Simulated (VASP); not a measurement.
# Be: intraband terms of a metal's spectrum

Be, Im-3m (no. 229), 1 atom in the cell. PBE, independent-particle dielectric function; PAW potentials Be (PBE set).

## Input

INCAR.step1:
```
PREC = Accurate
ENCUT = 290
ISMEAR = 1
SIGMA = 0.1
EDIFF = 1E-7
LASPH = T
KPAR = 4
LWAVE = F
LCHARG = T
LMAXMIX = 4
```

INCAR.step2:
```
PREC = Accurate
ENCUT = 290
ISMEAR = 0
SIGMA = 0.3
EDIFF = 1E-6
LASPH = T
KPAR = 4
LWAVE = T
LCHARG = F
LMAXMIX = 4
ICHARG = 11
NBANDS = 15
NEDOS = 3000
OMEGAMAX = 30
CSHIFT = 0.1
```

INCAR.step3, as INCAR.step2 but for:
```
- LWAVE = T
+ LWAVE = F
+ LOPTICS = T
+ ALGO = None
+ NELM = 1
+ ISTART = 1
```

INCAR.step4, as INCAR.step3 but for:
```
+ WPLASMAI = 0.03
```

INCAR.step5 to INCAR.step6 change the same tag again: WPLASMAI = 0.1, 0.3.

INCAR.step7, as INCAR.step6 but for:
```
- WPLASMAI = 0.3
+ RTIME = 40
```

INCAR.step8, as INCAR.step7 but for:
```
- RTIME = 40
+ RTIME = 20
```

INCAR.step9, as INCAR.step8 but for:
```
- RTIME = 20
+ LNABLA = T
```

INCAR.step10, as INCAR.step9 but for:
```
- ISMEAR = 0
- LNABLA = T
+ ISMEAR = -5
```

KPOINTS.step1:
```
k-points
0
Gamma
  15 15 15
```

KPOINTS.step2:
```
k-points
0
Gamma
  23 23 23
```

POSCAR:
```
Be
1.0
   -1.2531209513      1.2531209513      1.2531209513
    1.2531209513     -1.2531209513      1.2531209513
    1.2531209513      1.2531209513     -1.2531209513
Be
1
Direct
    0.0000000000      0.0000000000      0.0000000000
```

Commands (each step's output is kept before the next begins):
```
cat potpaw_PBE.64/Be/POTCAR > POTCAR
cp INCAR.step1 INCAR
cp KPOINTS.step1 KPOINTS
mpirun -np 4 vasp_std > vasp.out
cp INCAR.step2 INCAR
cp KPOINTS.step2 KPOINTS
mpirun -np 4 vasp_std > vasp.out
cp INCAR.step3 INCAR
mpirun -np 4 vasp_std > vasp.out
cp INCAR.step4 INCAR
mpirun -np 4 vasp_std > vasp.out
cp INCAR.step5 INCAR
mpirun -np 4 vasp_std > vasp.out
cp INCAR.step6 INCAR
mpirun -np 4 vasp_std > vasp.out
cp INCAR.step7 INCAR
mpirun -np 4 vasp_std > vasp.out
cp INCAR.step8 INCAR
mpirun -np 4 vasp_std > vasp.out
cp INCAR.step9 INCAR
mpirun -np 4 vasp_std > vasp.out
cp INCAR.step10 INCAR
mpirun -np 4 vasp_std > vasp.out
```

## Result

- Bands: 15

One ground state, settings moved in the last step alone:

| Settings | Plasma frequency (eV) | Im ε at 0.5 eV | Im ε at 1 eV | Im ε at 2 eV | Im ε at 4 eV | Time (s) |
|---|---|---|---|---|---|---|
| interband part alone | 8.29 | 0.7 | 6.1 | 12.2 | 14.9 | 3 |
| Drude term, WPLASMAI 0.03 | 8.29 | 17.1 | 8.2 | 12.4 | 15.0 | 3 |
| Drude term, WPLASMAI 0.1 | 8.29 | 53.5 | 12.9 | 13.0 | 15.0 | 3 |
| Drude term, WPLASMAI 0.3 | 8.29 | 122.0 | 25.0 | 14.7 | 15.2 | 3 |
| relaxation time RTIME 40 fs | 8.29 | 9.7 | 7.2 | 12.3 | 14.9 | 3 |
| relaxation time RTIME 20 fs | 8.29 | 18.7 | 8.4 | 12.5 | 15.0 | 3 |
| transversal form (LNABLA) | 8.19 | 0.7 | 6.0 | 11.9 | 14.6 | 3 |
| tetrahedron method | – | – | – | – | – | no result |

VASP 6.6.1 took 28 s on 4 cores (Intel Xeon Platinum 8259CL @ 2.50GHz (Skylake/Cascade Lake)), a shared host.
